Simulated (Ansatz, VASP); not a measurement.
WC in VASP and in Ansatz

The input INCAR:

```
ALGO = Normal
EDIFF = 1E-7
ENCUT = 520
GGA = PE
ISIF = 2
ISMEAR = -1
LASPH = True
LCHARG = False
LREAL = False
LWAVE = False
NBANDS = 26
NELM = 60
PREC = Accurate
SIGMA = 0.05
```

Contents of KPOINTS:

```
k-points
0
Gamma
  10 10 6
```

File POSCAR:

```
WC
1.0
    2.4713723570      0.0000000000      0.0000000000
   -1.2356861785      2.1402712434      0.0000000000
    0.0000000000      0.0000000000      5.1302395590
W C
2 2
Direct
    0.0000000000      0.0000000000      0.0000000000
    0.0000000000      0.0000000000      0.5000000000
    0.3333333333      0.6666666667      0.2500000000
    0.6666666667      0.3333333333      0.7500000000
```

Input for Ansatz:

```yaml
crystal:
  lattice:
    - [2.471372357, 0.0, 0.0]
    - [-1.2356861785, 2.1402712434, 0.0]
    - [0.0, 0.0, 5.130239559]
  atoms:
    - { symbol: W, position: [0.0, 0.0, 0.0] }
    - { symbol: W, position: [0.0, 0.0, 0.5] }
    - { symbol: C, position: [0.3333333333, 0.6666666667, 0.25] }
    - { symbol: C, position: [0.6666666667, 0.3333333333, 0.75] }
kpoints:
  mp_grid: { grid: [10, 10, 6] }
scf:
  occupations: { method: fermi_dirac, width: 0.05 }
hamiltonian:
  xc: pbe
  pseudopotentials: { kind: all_electron, lapw: { basis_error: 0.001 } }
output:
  forces: true
  stress: true
  eigenvalues: true
  populations: true
```

Change from the starting cell: volume scaled by 0.64, LAPW.

Alike in both runs: task single point; functional PBE; k mesh 10 × 10 × 6; occupations fermi-dirac, width 0.05 eV; no spin polarisation.

|  | VASP | Ansatz |
| --- | --- | --- |
| version | VASP 6.6.1 | Ansatz 0.2.0 |
| potentials or method | VASP PAW PBE potentials, release 64 (W_sv, C) | all-electron LAPW, scalar-relativistic |
| plane-wave cutoff (eV) | 520 | see its input |

Ansatz gave:

- pressure (GPa): 417.0
- largest component of the traceless stress (GPa): 0.24

Question: Which values does VASP return?

Answer: Pressure (GPa): 428.9; largest component of the traceless stress (GPa): 1.23.

Ansatz ran all-electron here, so the differences hold the error of VASP's frozen core and of both bases.

Caveats: the cell as given lies far from equilibrium; so large a pressure means that the cell lies far from this level's equilibrium, or that cutoff or potentials fall short (VASP). The runs have no spin-orbit coupling, so splittings on W are missing.
